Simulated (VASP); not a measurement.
# Mn (Im-3m) in VASP: notebook

Runs on Mn. Level: PBE. Tasks: single point.

All numbers are computed with VASP 6.6.1; they aren't measurements. Logs are shortened: lines on timing, memory, paths and dates and some standing lists are left out, and cuts for length are marked.

## 1. The structure

Symmetry: Im-3m, No. 229, cubic system. Conventional cell: a = 2.787 Å, b = 2.787 Å, c = 2.787 Å, α = 90.00°, β = 90.00°, γ = 90.00°. Around Mn (site symmetry m-3m) lie 8 Mn at 2.41 Å.

This isn't the form of Mn at room conditions, which is a 58-atom cubic cell.

## 2. Single point, PBE, collinear spin, typed start

INCAR

```
SYSTEM = Mn
PREC = Accurate ; ENCUT = 520
EDIFF = 1E-7 ; ISMEAR = 0
SIGMA = 0.1 ; LREAL = .False.
LASPH = .True. ; NELM = 150
ALGO = Fast ; ISIF = 2
LWAVE = .False. ; LCHARG = .False.
ISPIN = 2 ; MAGMOM = 4
LORBIT = 11 ; LMAXMIX = 4
GGA = PE ; NBANDS = 16
```

KPOINTS

```
Automatic mesh
0
Gamma
  8 8 8
  0 0 0
```

POSCAR

```
Mn
1.0
   -1.3932737400      1.3932737400      1.3932737400
    1.3932737400     -1.3932737400      1.3932737400
    1.3932737400      1.3932737400     -1.3932737400
Mn
1
Direct
    0.0000000000      0.0000000000      0.0000000000
```

Potentials or basis: VASP PAW PBE potentials, release 64 (Mn_pv).

Started as:

```console
$ cat potpaw_PBE.64/Mn_pv/POTCAR > POTCAR
$ mpirun -np 1 vasp_std > vasp.out
```

OUTCAR:

```text
SYSTEM = Mn
   PREC = Accurate
   ENCUT = 520
   EDIFF = 1E-7
   ISMEAR = 0
   LREAL = .False.
   LASPH = .True.
   NELM = 150
   ISIF = 2
   ISPIN = 2
   LORBIT = 11
   GGA = PE

 ion  position               nearest neighbor table
   1  0.000  0.000  0.000-

  LATTYP: Found a body centered cubic cell.
 ALAT       =     2.7865474800

  Lattice vectors:

 A1 = (  -1.3932737400,   1.3932737400,   1.3932737400)
 A2 = (   1.3932737400,  -1.3932737400,   1.3932737400)
 A3 = (   1.3932737400,   1.3932737400,  -1.3932737400)

Analysis of symmetry for initial positions (statically):
=====================================================================
 Subroutine PRICEL returns:
 Original cell was already a primitive cell.

 Routine SETGRP: Setting up the symmetry group for a
 body centered cubic supercell.

 Subroutine GETGRP returns: Found 48 space group operations
 (whereof 48 operations were pure point group operations)
 out of a pool of 48 trial point group operations.

The static configuration has the point symmetry O_h .

Analysis of symmetry for dynamics (positions and initial velocities):
=====================================================================
 Subroutine PRICEL returns:
 Original cell was already a primitive cell.

 Routine SETGRP: Setting up the symmetry group for a
 body centered cubic supercell.

 Subroutine GETGRP returns: Found 48 space group operations
 (whereof 48 operations were pure point group operations)
 out of a pool of 48 trial point group operations.

The dynamic configuration has the point symmetry O_h .

Analysis of structural, dynamic, and magnetic symmetry:
=====================================================================
 Subroutine PRICEL returns:
 Original cell was already a primitive cell.

 Routine SETGRP: Setting up the symmetry group for a
 body centered cubic supercell.

 Subroutine GETGRP returns: Found 48 space group operations
 (whereof 48 operations were pure point group operations)
 out of a pool of 48 trial point group operations.

The overall configuration has the point symmetry O_h .

 Subroutine INISYM returns: Found 48 space group operations
 (whereof 48 operations are pure point group operations),
 and found     1 'primitive' translations

----------------------------------------------------------------------------------------

                                     Primitive cell

  volume of cell :      10.8186

  direct lattice vectors                    reciprocal lattice vectors
    -1.393273740  1.393273740  1.393273740     0.000000000  0.358867024  0.358867024
[... 105 lines left out ...]
  volume/ion in A,a.u.               =      10.82        73.01
  Fermi-wavevector in a.u.,A,eV,Ry     =   1.740468  3.289009 41.215184  3.029231
  Thomas-Fermi vector in A             =   2.813112
   LORBIT       =     11    0 simple, 1 ext, 2 COOP (PROOUT), +10 PAW based schemes
   GGA     = PE    functional components
   LHFCALC =     F    Hartree Fock is set to
   AEXX    =    0.0000 exact exchange contribution
   IVDW    =     0    specifies the selected vdW correction
   LEPSILON=     F    determine dielectric tensor
   LRPA    =     F    only Hartree local field effects (RPA)
 spin polarized calculation
 RMM-DIIS sequential band-by-band and
 Gauss-broadening in eV      SIGMA  =   0.10
  energy-cutoff  :      520.00
  volume of cell :       10.82
 maximum number of plane-waves:       321
 NGX is ok and might be reduce to    18
   NGX =  9   NGY =  9   NGZ =  9

 number of electron      13.0000003 magnetization       0.6978348

 Free energy of the ion-electron system (eV)
  ---------------------------------------------------
  ext. energy  EPLUGINS =         0.00000000
  ---------------------------------------------------
  free energy    TOTEN  =        -8.87556015 eV

  energy without entropy =       -8.86698889  energy(sigma->0) =       -8.87127452

 E-fermi :  10.7086     XC(G=0): -13.9774

 val. band max:       10.7041813893   @ k =   0.1250   0.1250   0.1250
 cond. band min:      10.7119734182   @ k =   0.1250   0.0000   0.0000
 fundamental gap:      0.0077920289
 Fermi energy:        10.7086487803

 spin component 1

 k-point     1 :       0.0000    0.0000    0.0000
  band No.  band energies     occupation
      1     -37.6102      1.00000
      2     -37.6102      1.00000
      3     -37.6102      1.00000
      4       2.0836      1.00000
      5       8.9047      1.00000
      6       8.9047      1.00000
[... 435 lines left out ...]
      5       7.2382      1.00000
      6       9.4257      1.00000
[... 8 lines left out ...]
     15      43.7392      0.00000
     16      44.2264      0.00000

 [... further k-points ...]

 spin component 2

 k-point     1 :       0.0000    0.0000    0.0000
  band No.  band energies     occupation
      1     -36.8082      1.00000
      2     -36.8082      1.00000
      3     -36.8082      1.00000
      4       2.1739      1.00000
      5       9.4934      1.00000
      6       9.4934      1.00000
[... 435 lines left out ...]
      5       7.8391      1.00000
      6       9.9906      1.00000
[... 8 lines left out ...]
     15      44.1144      0.00000
     16      44.3890      0.00000

 [... further k-points ...]

------------------------ aborting loop because EDIFF is reached ----------------------------------------

  FORCE on cell =-STRESS in cart. coord.  units (eV):
  Direction    XX          YY          ZZ          XY          YZ          ZX
  --------------------------------------------------------------------------------------
  -------------------------------------------------------------------------------------
  Total        0.0696115      0.0696115      0.0696115      0.0000000      0.0000000      0.0000000
  in kB       10.3091407     10.3091407     10.3091407      0.0000000      0.0000000      0.0000000
  external PRESSURE =      10.3091407 kB  Pullay stress =       0.0000000 kB

 VOLUME and BASIS-vectors are now :
 -----------------------------------------------------------------------------
  energy-cutoff  :      520.00
  volume of cell :       10.82
      direct lattice vectors                 reciprocal lattice vectors
    -1.393273740  1.393273740  1.393273740     0.000000000  0.358867024  0.358867024
     1.393273740 -1.393273740  1.393273740     0.358867024  0.000000000  0.358867024
     1.393273740  1.393273740 -1.393273740     0.358867024  0.358867024  0.000000000

 POSITION                                       TOTAL-FORCE (eV/Angst)
 -----------------------------------------------------------------------------------
      0.00000      0.00000      0.00000        -0.000000      0.000000     -0.000000
 -----------------------------------------------------------------------------------
    total drift:                                0.000000      0.000000      0.000000

  FREE ENERGIE OF THE ION-ELECTRON SYSTEM (eV)
  ---------------------------------------------------
  free  energy   TOTEN  =        -8.8755601471 eV

  energy  without entropy=       -8.8669888871  energy(sigma->0) =       -8.87127452

 total charge

# of ion       s       p       d       tot
------------------------------------------
    1        0.416   6.402   5.144  11.963

 magnetization (x)

# of ion       s       p       d       tot
------------------------------------------
    1       -0.003  -0.014   0.717   0.700
```

OSZICAR:

```text
N       E                     dE             d eps       ncg     rms          rms(c)
DAV:   1     0.861497315139E+02    0.86150E+02   -0.70862E+03  1888   0.108E+03
DAV:   2    -0.690810527092E+01   -0.93058E+02   -0.87759E+02  2040   0.275E+02
DAV:   3    -0.881876228047E+01   -0.19107E+01   -0.19024E+01  2160   0.423E+01
DAV:   4    -0.882479564679E+01   -0.60334E-02   -0.60331E-02  2328   0.234E+00
DAV:   5    -0.882482975682E+01   -0.34110E-04   -0.34111E-04  2104   0.156E-01    0.189E+01
RMM:   6    -0.881120979851E+01    0.13620E-01   -0.15796E+00  2347   0.125E+01    0.362E+00
RMM:   7    -0.886576718507E+01   -0.54557E-01   -0.75484E-02  2328   0.272E+00    0.241E+00
RMM:   8    -0.887823934031E+01   -0.12472E-01   -0.67681E-03  2409   0.927E-01    0.920E-01
RMM:   9    -0.887452778910E+01    0.37116E-02   -0.28713E-03  2356   0.549E-01    0.535E-01
RMM:  10    -0.887538749693E+01   -0.85971E-03   -0.90880E-04  2295   0.297E-01    0.178E-01
RMM:  11    -0.887555013157E+01   -0.16263E-03   -0.75488E-05  2520   0.898E-02    0.490E-02
RMM:  12    -0.887555971458E+01   -0.95830E-05   -0.20125E-05  2448   0.447E-02    0.110E-02
RMM:  13    -0.887556187802E+01   -0.21634E-05   -0.27851E-06  2522   0.180E-02    0.534E-03
RMM:  14    -0.887556068018E+01    0.11978E-05   -0.54164E-07  2197   0.674E-03    0.246E-03
RMM:  15    -0.887556008757E+01    0.59260E-06   -0.11654E-07  1671   0.353E-03    0.448E-04
RMM:  16    -0.887556014709E+01   -0.59516E-07   -0.23365E-08  1442   0.129E-03
   1 F= -.88755601E+01 E0= -.88712745E+01  d E =-.857126E-02  mag=     0.6978
```

stdout:

```text
POSCAR found type information on POSCAR Mn
 POSCAR found :  1 types and       1 ions
 scaLAPACK will be used
 LDA part: xc-table for (Slater+PW92), standard interpolation
 POSCAR, INCAR and KPOINTS ok, starting setup
 FFT: planning ... GRIDC
 FFT: planning ... GRID_SOFT
 FFT: planning ... GRID
 WAVECAR not read
 entering main loop
```

Wall time 13 s (1 thread of Intel Xeon Platinum 8488C (Sapphire Rapids), shared host); peak memory 0.12 GiB.

What came out:

| Item | Value |
| --- | --- |
| Free energy | -8.8756 eV |
| Pressure | 1.0 GPa |
| Band gap on the k mesh | none (metal or under the smearing width) |
| Net moment | 0.70 μB per cell |
| Site moments | Mn +0.70 μB |
| Valence electrons inside the program's atomic spheres | Mn 11.96 |

Caveat: the k mesh is coarse (spacing up to 0.40 Å⁻¹), so the values aren't converged; the moment fell far below its start of 4 μB, so a state of higher moment may lie lower in energy.

## 3. Single point, PBE, collinear spin, typed start

INCAR

```
PREC = Accurate ; ENCUT = 520
EDIFF = 1E-6 ; ISMEAR = 0
SIGMA = 0.1 ; LREAL = False
LASPH = True ; NELM = 150
ALGO = Normal ; ISIF = 2
LWAVE = False ; LCHARG = False
ISPIN = 2 ; MAGMOM = 0.76
LORBIT = 11 ; LMAXMIX = 4
GGA = PE ; NBANDS = 16
ISYM = 0
```

KPOINTS

```
Automatic mesh
0
Gamma
  4 2 7
```

POSCAR is that of step 2.

Potentials or basis: VASP PAW PBE potentials, release 64 (Mn_pv).

Started as:

```console
$ cat potpaw_PBE.64/Mn_pv/POTCAR > POTCAR
$ mpirun -np 1 vasp_std > vasp.out
```

OUTCAR:

```text
PREC = Accurate
   ENCUT = 520
   EDIFF = 1E-6
   ISMEAR = 0
   LREAL = False
   LASPH = True
   NELM = 150
   ISIF = 2
   ISPIN = 2
   LORBIT = 11
   GGA = PE
   ISYM = 0

 ion  position               nearest neighbor table
   1  0.000  0.000  0.000-

IMPORTANT INFORMATION: All symmetrisations will be switched off!
NOSYMM: (Re-)initialisation of all symmetry stuff for point group C_1.

----------------------------------------------------------------------------------------

                                     Primitive cell

  volume of cell :      10.8186

  direct lattice vectors                    reciprocal lattice vectors
    -1.393273740  1.393273740  1.393273740     0.000000000  0.358867024  0.358867024
     1.393273740 -1.393273740  1.393273740     0.358867024  0.000000000  0.358867024
     1.393273740  1.393273740 -1.393273740     0.358867024  0.358867024  0.000000000

  length of vectors
     2.413220907  2.413220907  2.413220907     0.507514612  0.507514612  0.507514612

  position of ions in fractional coordinates (direct lattice)
     0.000000000  0.000000000  0.000000000

  ion indices of the primitive-cell ions
   primitive index   ion index
                 1           1

----------------------------------------------------------------------------------------

 KPOINTS: Automatic mesh

Automatic generation of k-mesh.
 Grid dimensions read from file:
 generate k-points for:    4    2    7

 Generating k-lattice:

  Cartesian coordinates                     Fractional coordinates (reciprocal lattice)
     0.000000000  0.089716756  0.089716756     0.250000000  0.000000000  0.000000000
     0.179433512  0.000000000  0.179433512     0.000000000  0.500000000  0.000000000
     0.051266718  0.051266718  0.000000000     0.000000000  0.000000000  0.142857143

  Length of vectors
     0.126878653  0.253757306  0.072502087

  Shift w.r.t. Gamma in fractional coordinates (k-lattice)
     0.000000000  0.000000000  0.000000000

[... 109 lines left out ...]
   NGX =  9   NGY =  9   NGZ =  9

 number of electron      13.0000003 magnetization       1.3381732

 Free energy of the ion-electron system (eV)
  ---------------------------------------------------
  ext. energy  EPLUGINS =         0.00000000
  ---------------------------------------------------
  free energy    TOTEN  =        -8.80659465 eV

  energy without entropy =       -8.79602246  energy(sigma->0) =       -8.80130855

 E-fermi :  10.8029     XC(G=0): -13.9333

 val. band max:       10.7581815749   @ k =   0.2500   0.5000   0.1429
 cond. band min:      10.8064622330   @ k =   0.0000   0.0000   0.4286
 fundamental gap:      0.0482806581
 Fermi energy:        10.8029392327

 spin component 1

 k-point     1 :       0.0000    0.0000    0.0000
  band No.  band energies     occupation
      1     -37.7084      1.00000
      2     -37.5249      1.00000
      3     -37.4873      1.00000
      4       1.9976      1.00000
      5       8.9400      1.00000
      6       8.9627      1.00000
[... 435 lines left out ...]
      5       7.6186      1.00000
      6       8.3820      1.00000
[... 8 lines left out ...]
     15      41.4738      0.00000
     16      48.4122      0.00000

 [... further k-points ...]

 spin component 2

 k-point     1 :       0.0000    0.0000    0.0000
  band No.  band energies     occupation
      1     -36.3010      1.00000
      2     -36.0304      1.00000
      3     -36.0057      1.00000
      4       2.2886      1.00000
      5       9.7305      1.00000
      6      10.0426      1.00000
[... 435 lines left out ...]
      5       8.5307      1.00000
      6       9.1949      1.00000
[... 8 lines left out ...]
     15      43.5323      0.00000
     16      48.7883      0.00000

 [... further k-points ...]

------------------------ aborting loop because EDIFF is reached ----------------------------------------

  FORCE on cell =-STRESS in cart. coord.  units (eV):
  Direction    XX          YY          ZZ          XY          YZ          ZX
  --------------------------------------------------------------------------------------
  -------------------------------------------------------------------------------------
  Total        0.4564237      0.4869013      0.3593658      0.8389907      0.9072503     -0.9195988
  in kB       67.5941950     72.1077868     53.2203752    124.2505625    134.3594905   -136.1882522
  external PRESSURE =      64.3074523 kB  Pullay stress =       0.0000000 kB

 VOLUME and BASIS-vectors are now :
 -----------------------------------------------------------------------------
  energy-cutoff  :      520.00
  volume of cell :       10.82
      direct lattice vectors                 reciprocal lattice vectors
    -1.393273740  1.393273740  1.393273740     0.000000000  0.358867024  0.358867024
     1.393273740 -1.393273740  1.393273740     0.358867024  0.000000000  0.358867024
     1.393273740  1.393273740 -1.393273740     0.358867024  0.358867024  0.000000000

 POSITION                                       TOTAL-FORCE (eV/Angst)
 -----------------------------------------------------------------------------------
      0.00000      0.00000      0.00000         0.000000      0.000000     -0.000000
 -----------------------------------------------------------------------------------
    total drift:                                0.000000      0.000000     -0.000000

  FREE ENERGIE OF THE ION-ELECTRON SYSTEM (eV)
  ---------------------------------------------------
  free  energy   TOTEN  =        -8.8065946451 eV

  energy  without entropy=       -8.7960224611  energy(sigma->0) =       -8.80130855

 total charge

# of ion       s       p       d       tot
------------------------------------------
    1        0.419   6.357   5.228  12.003

 magnetization (x)

# of ion       s       p       d       tot
------------------------------------------
    1       -0.000   0.010   1.301   1.311
```

stdout:

```text
POSCAR found type information on POSCAR Mn
 POSCAR found :  1 types and       1 ions
 scaLAPACK will be used
 LDA part: xc-table for (Slater+PW92), standard interpolation
 -----------------------------------------------------------------------------
|                                                                             |
|           W    W    AA    RRRRR   N    N  II  N    N   GGGG   !!!           |
|           W    W   A  A   R    R  NN   N  II  NN   N  G    G  !!!           |
|           W    W  A    A  R    R  N N  N  II  N N  N  G       !!!           |
|           W WW W  AAAAAA  RRRRR   N  N N  II  N  N N  G  GGG   !            |
|           WW  WW  A    A  R   R   N   NN  II  N   NN  G    G                |
|           W    W  A    A  R    R  N    N  II  N    N   GGGG   !!!           |
|                                                                             |
|     Your reciprocal lattice and k-lattice belong to different lattice       |
|     classes:                                                                |
|                                                                             |
|        The reciprocal lattice is face-centered cubic,                       |
|        whereas your k-lattice is triclinic.                                 |
|                                                                             |
|     Results are often still useful ...                                      |
|                                                                             |
 -----------------------------------------------------------------------------

 POSCAR, INCAR and KPOINTS ok, starting setup
 FFT: planning ... GRIDC
 FFT: planning ... GRID_SOFT
 FFT: planning ... GRID
 WAVECAR not read
 entering main loop
```

It took 9.4 s on 1 thread of Intel Xeon Platinum 8488C (Sapphire Rapids), shared host; peak memory 0.12 GiB.

Results:

```
Free energy                                           : -8.8066 eV
Pressure                                              : 6.4 GPa
Band gap on the k mesh                                : none (metal or under the smearing width)
Net moment                                            : 1.34 μB per cell
Site moments                                          : Mn +1.31 μB
Valence electrons inside the program's atomic spheres : Mn 12.00
```

Caveat: the k mesh is coarse (spacing up to 1.59 Å⁻¹), so the values aren't converged.
